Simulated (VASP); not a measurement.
# GaP in VASP: notebook

One slab, GaP, is run at these levels: PBEsol; tasks: single point, relaxation of the atoms.

All numbers are computed with VASP 6.6.1; they aren't measurements. Logs are shortened: lines on timing, memory, paths and dates and some standing lists are left out, and cuts for length are marked.

## (1) The slab as given

The cell holds a slab with vacuum, 14 atoms: a = 3.844 Å, b = 5.437 Å, c = 26.533 Å, α = 90.00°, β = 90.00°, γ = 90.00°.

## (2) Single point, PBEsol

The input, INCAR:

```
SYSTEM = GaP
  PREC = Accurate
  ENCUT = 520
  EDIFF = 1E-7
  ISMEAR = 0
  SIGMA = 0.03
  LREAL = .False.
  LASPH = .True.
  NELM = 80
  ALGO = Normal
  ISIF = 2
  LWAVE = .False.
  LCHARG = .False.
  LDIPOL = .True.
  IDIPOL = 3
  DIPOL = 0.5 0.5 0.500
  GGA = PS
  LVHAR = .True.
  LVACPOTAV = .True.
  ICORELEVEL = 1
  KPAR = 4
```

The input, KPOINTS:

```
regular mesh
0
Gamma
  7 5 1
  0 0 0
```

The input, POSCAR:

```
GaP
1.0
    3.8444207800      0.0000000000      0.0000000000
    0.0000000000      5.4368320000      0.0000000000
    0.0000000000      0.0000000000     26.5332623300
Ga P
7 7
Direct
    0.5000000000      0.5000000000      0.2826640700
    0.0000000000      0.0000000000      0.3551093800
    0.5000000000      0.5000000000      0.4275546900
    0.0000000000      0.0000000000      0.5000000000
    0.5000000000      0.5000000000      0.5724453100
    0.0000000000      0.0000000000      0.6448906200
    0.5000000000      0.5000000000      0.7173359300
    0.0000000000      0.7500000000      0.2826640700
    0.5000000000      0.2500000000      0.3551093800
    0.0000000000      0.7500000000      0.4275546900
    0.5000000000      0.2500000000      0.5000000000
    0.0000000000      0.7500000000      0.5724453100
    0.5000000000      0.2500000000      0.6448906200
    0.0000000000      0.7500000000      0.7173359300
```

Potentials or basis: VASP PAW PBE potentials, release 64 (Ga_d, P).

Command:

```console
$ cat potpaw_PBE.64/Ga_d/POTCAR potpaw_PBE.64/P/POTCAR > POTCAR
$ mpirun -np 4 vasp_std > vasp.out
```

OUTCAR:

```text
SYSTEM = GaP
   PREC = Accurate
   ENCUT = 520
   EDIFF = 1E-7
   ISMEAR = 0
   LREAL = .False.
   LASPH = .True.
   NELM = 80
   ISIF = 2
   GGA = PS

 ion  position               nearest neighbor table
   1  0.500  0.500  0.283-   8 2.35   8 2.35   9 2.35
   2  0.000  0.000  0.355-   9 2.35   9 2.35  10 2.35   8 2.35
   3  0.500  0.500  0.428-  10 2.35  10 2.35  11 2.35   9 2.35
   4  0.000  0.000  0.500-  11 2.35  11 2.35  12 2.35  10 2.35
   5  0.500  0.500  0.572-  12 2.35  12 2.35  13 2.35  11 2.35
   6  0.000  0.000  0.645-  13 2.35  13 2.35  14 2.35  12 2.35
   7  0.500  0.500  0.717-  14 2.35  14 2.35  13 2.35
   8  0.000  0.750  0.283-   1 2.35   1 2.35   2 2.35
   9  0.500  0.250  0.355-   2 2.35   2 2.35   3 2.35   1 2.35
  10  0.000  0.750  0.428-   3 2.35   3 2.35   4 2.35   2 2.35
  11  0.500  0.250  0.500-   4 2.35   4 2.35   5 2.35   3 2.35
  12  0.000  0.750  0.572-   5 2.35   5 2.35   6 2.35   4 2.35
  13  0.500  0.250  0.645-   6 2.35   6 2.35   7 2.35   5 2.35
  14  0.000  0.750  0.717-   7 2.35   7 2.35   6 2.35

  LATTYP: Found a simple orthorhombic cell.
 ALAT       =     3.8444207800
 B/A-ratio  =     1.4142135607
 C/A-ratio  =     6.9017581187

  Lattice vectors:

 A1 = (   3.8444207800,   0.0000000000,   0.0000000000)
 A2 = (   0.0000000000,   5.4368320000,   0.0000000000)
 A3 = (   0.0000000000,   0.0000000000,  26.5332623300)

Analysis of symmetry for initial positions (statically):
=====================================================================
 Subroutine PRICEL returns:
 Original cell was already a primitive cell.

 Routine SETGRP: Setting up the symmetry group for a
 simple orthorhombic supercell.

 Subroutine GETGRP returns: Found  4 space group operations
 (whereof  4 operations were pure point group operations)
 out of a pool of  8 trial point group operations.

The static configuration has the point symmetry C_2v.

Analysis of symmetry for dynamics (positions and initial velocities):
=====================================================================
 Subroutine PRICEL returns:
 Original cell was already a primitive cell.

 Routine SETGRP: Setting up the symmetry group for a
 simple orthorhombic supercell.

 Subroutine GETGRP returns: Found  4 space group operations
 (whereof  4 operations were pure point group operations)
 out of a pool of  8 trial point group operations.

The dynamic configuration has the point symmetry C_2v.

 Subroutine INISYM returns: Found  4 space group operations
 (whereof  4 operations are pure point group operations),
 and found     1 'primitive' translations

----------------------------------------------------------------------------------------

                                     Primitive cell

  volume of cell :     554.5842

  direct lattice vectors                    reciprocal lattice vectors
     3.844420780  0.000000000  0.000000000     0.260117208  0.000000000  0.000000000
     0.000000000  5.436832000  0.000000000     0.000000000  0.183930642  0.000000000
     0.000000000  0.000000000 26.533262330     0.000000000  0.000000000  0.037688543

  length of vectors
     3.844420780  5.436832000 26.533262330     0.260117208  0.183930642  0.037688543

  position of ions in fractional coordinates (direct lattice)
     0.500000000  0.500000000  0.282664070
     0.000000000  0.000000000  0.355109380
     0.500000000  0.500000000  0.427554690
     0.000000000  0.000000000  0.500000000
     0.500000000  0.500000000  0.572445310
     0.000000000  0.000000000  0.644890620
     0.500000000  0.500000000  0.717335930
     0.000000000  0.750000000  0.282664070
     0.500000000  0.250000000  0.355109380
     0.000000000  0.750000000  0.427554690
     0.500000000  0.250000000  0.500000000
     0.000000000  0.750000000  0.572445310
     0.500000000  0.250000000  0.644890620
     0.000000000  0.750000000  0.717335930

  ion indices of the primitive-cell ions
   primitive index   ion index
                 1           1
                 2           2
                 3           3
                 4           4
                 5           5
[... 44 lines left out ...]
  0.285714  0.200000  0.000000      4.000000
  0.428571  0.200000  0.000000      4.000000
  0.000000  0.400000  0.000000      2.000000
  0.142857  0.400000  0.000000      4.000000
  0.285714  0.400000  0.000000      4.000000
  0.428571  0.400000  0.000000      4.000000
   k-points           NKPTS =     12   k-points in BZ     NKDIM =     12   number of bands    NBANDS=     75
   number of dos      NEDOS =    301   number of ions     NIONS =     14
   total plane-waves  NPLWV = 240000
   dimension x,y,z NGX =    30 NGY =   40 NGZ =  200
   dimension x,y,z NGXF=    60 NGYF=   80 NGZF=  400
   ions per type =               7   7
   NGX,Y,Z   is equivalent  to a cutoff of  12.97, 12.23, 12.53 a.u.
   NGXF,Y,Z  is equivalent  to a cutoff of  25.95, 24.46, 25.06 a.u.
 SYSTEM =  GaP
[... 26 lines left out ...]
   IALGO  =     38    algorithm
   IMIX   =      4    mixing-type and parameters
     AMIX     =   0.40;   BMIX     =  1.00
     AMIX_MAG =   1.60;   BMIX_MAG =  1.00
  volume/ion in A,a.u.               =      39.61       267.32
  Fermi-wavevector in a.u.,A,eV,Ry     =   0.998947  1.887736 13.577192  0.997895
  Thomas-Fermi vector in A             =   2.131205
   LORBIT       =      0    0 simple, 1 ext, 2 COOP (PROOUT), +10 PAW based schemes
   GGA     = PS    functional components
   LHFCALC =     F    Hartree Fock is set to
   AEXX    =    0.0000 exact exchange contribution
   IVDW    =     0    specifies the selected vdW correction
   LEPSILON=     F    determine dielectric tensor
   LRPA    =     F    only Hartree local field effects (RPA)
 non-spin polarized calculation
 Gauss-broadening in eV      SIGMA  =   0.03
  energy-cutoff  :      520.00
  volume of cell :      554.58
 maximum number of plane-waves:     14970
 NGX is ok and might be reduce to    30
   NGX = 15   NGY = 21   NGZ = 99

 dipolmoment           0.000000      0.000000      0.000000 electrons x Angstroem

 number of electron     126.0000070 magnetization

 dipolmoment           0.000000      0.000000     -0.000000 electrons x Angstroem

 Free energy of the ion-electron system (eV)
  ---------------------------------------------------
  ext. energy  EPLUGINS =         0.00000000
  ---------------------------------------------------
  free energy    TOTEN  =       -65.71956310 eV

  energy without entropy =      -65.71956310  energy(sigma->0) =      -65.71956310

 the core state eigenenergies are
   1-  1s -10224.4432  2s  -1257.8179  2p  -1094.2873  3s   -143.7284  3p    -94.4568

   2-  1s -10224.1960  2s  -1257.6014  2p  -1094.0671  3s   -143.4894  3p    -94.2159

   3-  1s -10224.3638  2s  -1257.7710  2p  -1094.2367  3s   -143.6535  3p    -94.3797
[... 9 lines left out ...]
   8-  1s  -2077.2390  2s   -167.3964  2p   -117.8709
   9-  1s  -2077.8593  2s   -168.0795  2p   -118.5482
  10-  1s  -2077.6697  2s   -167.9051  2p   -118.3723
  11-  1s  -2077.8460  2s   -168.0752  2p   -118.5429
  12-  1s  -2077.6697  2s   -167.9051  2p   -118.3723
  13-  1s  -2077.8593  2s   -168.0795  2p   -118.5482
  14-  1s  -2077.2390  2s   -167.3964  2p   -117.8709

 E-fermi :   0.0715     XC(G=0):  -5.6837

 val. band max:       -0.1086991979   @ k =   0.0000   0.2000   0.0000
 cond. band min:       0.4072528196   @ k =   0.4286   0.4000   0.0000
 fundamental gap:      0.5159520175
 Fermi energy:         0.0714979753

 k-point     1 :       0.0000    0.0000    0.0000
  band No.  band energies     occupation
      1     -14.8807      2.00000
      2     -14.8790      2.00000
      3     -14.8680      2.00000
      4     -14.8673      2.00000
      5     -14.8497      2.00000
      6     -14.8134      2.00000
[... 925 lines left out ...]
     74       4.4479      0.00000
     75       4.6845      0.00000

------------------------ aborting loop because EDIFF is reached ----------------------------------------

  FORCE on cell =-STRESS in cart. coord.  units (eV):
  Direction    XX          YY          ZZ          XY          YZ          ZX
  --------------------------------------------------------------------------------------
  -------------------------------------------------------------------------------------
  Total       -2.7133488     -3.0801558      0.4135851      0.0000000      0.0000000      0.0000000
  in kB       -7.8387845     -8.8984791      1.1948351      0.0000000      0.0000000      0.0000000
  external PRESSURE =      -5.1808095 kB  Pullay stress =       0.0000000 kB

 VOLUME and BASIS-vectors are now :
 -----------------------------------------------------------------------------
  energy-cutoff  :      520.00
  volume of cell :      554.58
      direct lattice vectors                 reciprocal lattice vectors
     3.844420780  0.000000000  0.000000000     0.260117208  0.000000000  0.000000000
     0.000000000  5.436832000  0.000000000     0.000000000  0.183930642  0.000000000
     0.000000000  0.000000000 26.533262330     0.000000000  0.000000000  0.037688543

 POSITION                                       TOTAL-FORCE (eV/Angst)
 -----------------------------------------------------------------------------------
      1.92221      2.71842      7.50000        -0.000000      1.310800      1.450168
      0.00000      0.00000      9.42221        -0.000000     -0.354722      0.198986
      1.92221      2.71842     11.34442         0.000000      0.351530      0.104151
      0.00000      0.00000     13.26663        -0.000000     -0.177716      0.000000
      1.92221      2.71842     15.18884         0.000000      0.351530     -0.104151
      0.00000      0.00000     17.11105         0.000000     -0.354722     -0.198986
      1.92221      2.71842     19.03326        -0.000000      1.310800     -1.450168
      0.00000      4.07762      7.50000        -0.000000     -0.422683     -1.344375
      1.92221      1.35921      9.42221        -0.000000     -0.696541     -0.504120
      0.00000      4.07762     11.34442        -0.000000     -0.019716      0.074680
      1.92221      1.35921     13.26663        -0.000000     -0.159621      0.000000
      0.00000      4.07762     15.18884        -0.000000     -0.019716     -0.074680
      1.92221      1.35921     17.11105        -0.000000     -0.696541      0.504120
      0.00000      4.07762     19.03326        -0.000000     -0.422683      1.344375
 -----------------------------------------------------------------------------------
    total drift:                                0.000000     -0.000038     -0.000000

  FREE ENERGIE OF THE ION-ELECTRON SYSTEM (eV)
  ---------------------------------------------------
  free  energy   TOTEN  =       -65.7195630973 eV

  energy  without entropy=      -65.7195630973  energy(sigma->0) =      -65.71956310

 vacuum level on the upper side and lower side of the slab         4.868         4.868
```

Wall time 3 min (4 MPI ranks of AMD EPYC 9R45 (Zen 5), shared host); peak memory 0.75 GiB.

Results:

```yaml
Free_energy: -65.7196 eV
Largest_force: 1.955 eV/Å
Band_gap_on_the_k_mesh: 0.52 eV, indirect (least direct gap 0.62 eV)
Ionisation_potential_of_the_upper_face: 4.98 eV
```

Forces on the atoms (eV/Å):
```
Ga   0.000  1.311  1.450
Ga   0.000 -0.355  0.199
Ga   0.000  0.352  0.104
Ga   0.000 -0.178  0.000
Ga   0.000  0.352 -0.104
Ga   0.000 -0.355 -0.199
Ga   0.000  1.311 -1.450
P    0.000 -0.423 -1.344
P    0.000 -0.697 -0.504
P    0.000 -0.020  0.075
P    0.000 -0.160  0.000
P    0.000 -0.020 -0.075
P    0.000 -0.697  0.504
P    0.000 -0.423  1.344
```

Core levels (eV, on the scale of the bands):
| atom | levels |
| --- | --- |
| 1 Ga | 1s -10224.4, 2s -1257.8, 2p -1094.3, 3s -143.7, 3p -94.5 |
| 2 Ga | 1s -10224.2, 2s -1257.6, 2p -1094.1, 3s -143.5, 3p -94.2 |
| 3 Ga | 1s -10224.4, 2s -1257.8, 2p -1094.2, 3s -143.7, 3p -94.4 |
| 4 Ga | 1s -10224.3, 2s -1257.7, 2p -1094.1, 3s -143.5, 3p -94.3 |
| 5 Ga | 1s -10224.4, 2s -1257.8, 2p -1094.2, 3s -143.7, 3p -94.4 |
| 6 Ga | 1s -10224.2, 2s -1257.6, 2p -1094.1, 3s -143.5, 3p -94.2 |

Caveat: the PAW data sets were made with another functional, which shifts forces and pressure a little. As with any semilocal functional, this PBEsol gap is likely too small.

## (3) Relaxation of the atoms, PBEsol

The input, INCAR:

```
PREC     = Accurate       # precision mode
ENCUT    = 520            # plane-wave cutoff, eV
EDIFF    = 1E-6           # SCF threshold, eV
ISMEAR   = 0              # smearing method
SIGMA    = 0.03           # smearing width, eV
LREAL    = False          # projectors in reciprocal space
LASPH    = True           # aspherical terms in the spheres
NELM     = 80             # most SCF steps
ALGO     = Normal         # electronic algorithm
ISIF     = 2              # what is computed and relaxed
LWAVE    = False          # write WAVECAR
LCHARG   = False          # write CHGCAR
LDIPOL   = True         
IDIPOL   = 3            
DIPOL    = 0.5 0.5 0.500
GGA      = PS             # functional
IBRION   = 2              # ionic algorithm
NSW      = 80             # ionic steps
EDIFFG   = -0.02          # ionic threshold
KPAR     = 4
```

The input, KPOINTS:

```
regular mesh
0
Gamma
  7 5 1
```

POSCAR is that of step 2.

Potentials or basis: VASP PAW PBE potentials, release 64 (Ga_d, P).

Command:

```console
$ cat potpaw_PBE.64/Ga_d/POTCAR potpaw_PBE.64/P/POTCAR > POTCAR
$ mpirun -np 4 vasp_std > vasp.out
```

Run time: 25 min. Hardware: 4 MPI ranks of AMD EPYC 9R45 (Zen 5), shared host; peak memory 0.81 GiB.

The run converged. Its results:

```
Free energy                  : -67.1532 eV
Energy gained by relaxing    : 102.4 meV/atom
Ionic steps                  : 21
Largest force after relaxing : 0.013 eV/Å
Band gap on the k mesh       : 0.98 eV, indirect (least direct gap 1.62 eV)
```

Forces in eV/Å, atoms in the order of the input:
```
Ga   0.000 -0.005  0.008
Ga   0.000  0.003 -0.002
Ga   0.000  0.003  0.005
Ga   0.000  0.008  0.000
Ga   0.000  0.003 -0.005
Ga   0.000  0.003  0.002
Ga   0.000 -0.005 -0.008
P    0.000 -0.004  0.005
P    0.000  0.001 -0.005
P    0.000 -0.003  0.013
P    0.000  0.002  0.000
P    0.000 -0.003 -0.013
P    0.000  0.001  0.005
P    0.000 -0.004 -0.005
```

The path:
```tsv
step	energy change (eV)	largest force (eV/Å)	pressure (GPa)
1	0.0000	1.9548	-0.52
2	-0.5353	1.4351	-0.40
3	-0.8645	0.9762	-0.19
4	-1.2084	0.6635	-0.41
5	-1.3390	0.5291	-0.61
6	-1.3935	0.2924	-0.54
7	-1.3967	0.2278	-0.56
8	-1.4103	0.2106	-0.53
9	-1.4131	0.1990	-0.50
10	-1.4236	0.1394	-0.45
11	-1.4260	0.1280	-0.42
12	-1.4296	0.0574	-0.39
13	-1.4298	0.0655	-0.38
14	-1.4319	0.0481	-0.36
15	-1.4321	0.0497	-0.36
16	-1.4321	0.0507	-0.36
17	-1.4331	0.0299	-0.36
18	-1.4331	0.0349	-0.36
19	-1.4334	0.0288	-0.34
20	-1.4334	0.0233	-0.34
21	-1.4336	0.0134	-0.32
```

Final structure:
```cif
data_structure
_symmetry_space_group_name_H-M 'P 1'
_symmetry_Int_Tables_number 1
_cell_length_a 3.8444
_cell_length_b 5.4368
_cell_length_c 26.5333
_cell_angle_alpha 90.000
_cell_angle_beta 90.000
_cell_angle_gamma 90.000
_cell_volume 554.58
loop_
_atom_site_label
_atom_site_type_symbol
_atom_site_fract_x
_atom_site_fract_y
_atom_site_fract_z
_atom_site_occupancy
Ga1 Ga 0.50000 0.55737 0.29850 1
Ga2 Ga 0.00000 0.98293 0.35205 1
Ga3 Ga 0.50000 0.48732 0.42815 1
Ga4 Ga 0.00000 0.98449 0.50000 1
Ga5 Ga 0.50000 0.48732 0.57185 1
Ga6 Ga 0.00000 0.98293 0.64795 1
Ga7 Ga 0.50000 0.55737 0.70150 1
P1 P 0.00000 0.76496 0.27465 1
P2 P 0.50000 0.23344 0.35546 1
P3 P 0.00000 0.73915 0.42668 1
P4 P 0.50000 0.23519 0.50000 1
P5 P 0.00000 0.73915 0.57332 1
P6 P 0.50000 0.23344 0.64454 1
P7 P 0.00000 0.76496 0.72535 1
```

Levels at points of the mesh, in eV from the valence-band top:
| k point | band 61 | band 62 | band 63 | band 64 | band 65 | band 66 |
| --- | --- | --- | --- | --- | --- | --- |
| (0.00, 0.00, 0.00) | -0.25 | -0.17 | 0.00 | 1.62 | 1.78 | 1.86 |

Caveat: the PAW data sets were made with another functional, which shifts forces and pressure a little. PBEsol gaps usually lie below the measured ones, often by a third to a half.

## (4) Single point, PBEsol

The input, INCAR:

```
SYSTEM = GaP
  PREC = Accurate
  ENCUT = 520
  EDIFF = 1E-7
  ISMEAR = 0
  SIGMA = 0.03
  LREAL = .False.
  LASPH = .True.
  NELM = 80
  ALGO = Normal
  ISIF = 2
  LWAVE = .False.
  LCHARG = .False.
  LDIPOL = .True.
  IDIPOL = 3
  DIPOL = 0.5 0.5 0.500
  GGA = PS
  LVHAR = .True.
  LVACPOTAV = .True.
  ICORELEVEL = 1
  KPAR = 4
```

The input, KPOINTS:

```
regular mesh
0
Gamma
  7 5 1
  0 0 0
```

The input, POSCAR:

```
GaP                                     
1.0
    3.8444207800      0.0000000000      0.0000000000
    0.0000000000      5.4368320000      0.0000000000
    0.0000000000      0.0000000000     26.5332623300
  Ga              P             
     7     7
Direct
     0.5000000000000000    0.5573660033268201    0.2984967880525665
     1.0000000000000000    0.9829331880596837    0.3520486103786394
     0.5000000000000000    0.4873161217512207    0.4281498529164749
     1.0000000000000000    0.9844864507188654    0.5000000000000000
     0.5000000000000000    0.4873161217512207    0.5718501470835250
     1.0000000000000000    0.9829331880596837    0.6479513896213606
     0.5000000000000000    0.5573660033268201    0.7015032119474336
     0.0000000000000000    0.7649626204037759    0.2746534827401197
     0.5000000000000000    0.2334377443199216    0.3554561141324930
     1.0000000000000000    0.7391475355107230    0.4266822288169905
     0.5000000000000000    0.2351871225368442    0.5000000000000000
     1.0000000000000000    0.7391475355107230    0.5733177711830093
     0.5000000000000000    0.2334377443199215    0.6445438858675067
     0.0000000000000000    0.7649626204037759    0.7253465172598802
```

Command:

```console
$ cat potpaw_PBE.64/Ga_d/POTCAR potpaw_PBE.64/P/POTCAR > POTCAR
$ mpirun -np 4 vasp_std > vasp.out
```

It took 2.9 min on 4 MPI ranks of AMD EPYC 9R45 (Zen 5), shared host; peak memory 0.75 GiB.

It converged, with:

* Free energy: -67.1532 eV
* Largest force: 0.013 eV/Å
* Band gap on the k mesh: 0.98 eV, indirect (least direct gap 1.62 eV)
* Ionisation potential of the upper face: 5.29 eV

Forces in eV/Å, atoms in the order of the input:
```
Ga   0.000 -0.005  0.009
Ga   0.000  0.003  0.000
Ga   0.000  0.002  0.005
Ga   0.000  0.008  0.000
Ga   0.000  0.002 -0.005
Ga   0.000  0.003  0.000
Ga   0.000 -0.005 -0.009
P    0.000 -0.004  0.006
P    0.000  0.001 -0.005
P    0.000 -0.003  0.013
P    0.000  0.002  0.000
P    0.000 -0.003 -0.013
P    0.000  0.001  0.005
P    0.000 -0.004 -0.006
```

Levels at points of the mesh, in eV from the valence-band top:
| k point | band 61 | band 62 | band 63 | band 64 | band 65 | band 66 |
| --- | --- | --- | --- | --- | --- | --- |
| (0.00, 0.00, 0.00) | -0.25 | -0.17 | 0.00 | 1.62 | 1.78 | 1.86 |

Core levels (eV, on the scale of the bands):
```csv
atom,levels
1 Ga,"1s -10224.5, 2s -1257.9, 2p -1094.4, 3s -143.8, 3p -94.5"
2 Ga,"1s -10224.3, 2s -1257.7, 2p -1094.2, 3s -143.6, 3p -94.4"
3 Ga,"1s -10224.4, 2s -1257.8, 2p -1094.3, 3s -143.7, 3p -94.4"
4 Ga,"1s -10224.4, 2s -1257.8, 2p -1094.2, 3s -143.6, 3p -94.4"
5 Ga,"1s -10224.4, 2s -1257.8, 2p -1094.3, 3s -143.7, 3p -94.4"
6 Ga,"1s -10224.3, 2s -1257.7, 2p -1094.2, 3s -143.6, 3p -94.4"
```

Caveat: the PAW data sets were made with another functional, which shifts forces and pressure a little. As with any semilocal functional, this PBEsol gap is likely too small.
